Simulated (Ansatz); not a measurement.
# TaN — quadrupolar parameters

The cell is an entry of the Crystallography Open Database (COD), whose atoms a relaxation with PBE at fixed cell left in place.

```
CELL_PARAMETERS angstrom
2.93800 0.00000 0.00000
-1.46900 2.54438 0.00000
0.00000 0.00000 2.88300
ATOMIC_POSITIONS crystal
Ta 0.33333 0.66667 0.50000
N 0.00000 0.00000 0.00000
```

Atoms are numbered from 1 in the order listed; like atoms form one site, named after its first atom.

All values are calculated (Ansatz; DFT, PBE, plane waves and PAW, scalar-relativistic, collinear spin, 420 eV cutoff, Γ-centred 18×18×16 k-points, Fermi–Dirac smearing 0.05 eV), not measured. Start moments as typed (μB): 2 on each Ta, none on the rest.

Conventions: |V_zz| ≥ |V_yy| ≥ |V_xx|, η = (V_xx − V_yy)/V_zz, C_Q = eQV_zz/h. ν_Q = 3|C_Q|/[2I(2I − 1)].

¹⁸¹Ta: I = 7/2, Q = 3170 mb; ¹⁴N: I = 1, Q = 20.44 mb. Q values from Pyykkö, Mol. Phys. 116, 1328 (2018).

(1) Which values are expected at the nuclei?

Answers

(1) 

```tsv
site	atoms (order as listed)	first shell	C_Q (MHz)	η	ν_Q (MHz)
Ta	1	6 N at 2.23 Å	400	0.00	28.6
N	2	6 Ta at 2.23 Å	0.049	0.00	0.074
```

An axis of threefold or higher order runs through Ta and N, so V_zz lies along it and η is zero.

At this cell the principal stresses reach 5 GPa in size with PBE, which can matter for small gradients. The run finds no gap above 0.1 eV (a metal, or nearly one), so the gradients can move by 10 % or more with the k-mesh. Without spin–orbit coupling the gradients at and beside Ta can be off by some per cent, at some sites by more. With these PAW files V_zz is typically within 2 to 3 % of all-electron values, but misses above 10 % occur on Ta. Semilocal functionals make gaps too small and can close them, so the real compound need not be a metal. The start moments die out, and the run ends without spin.
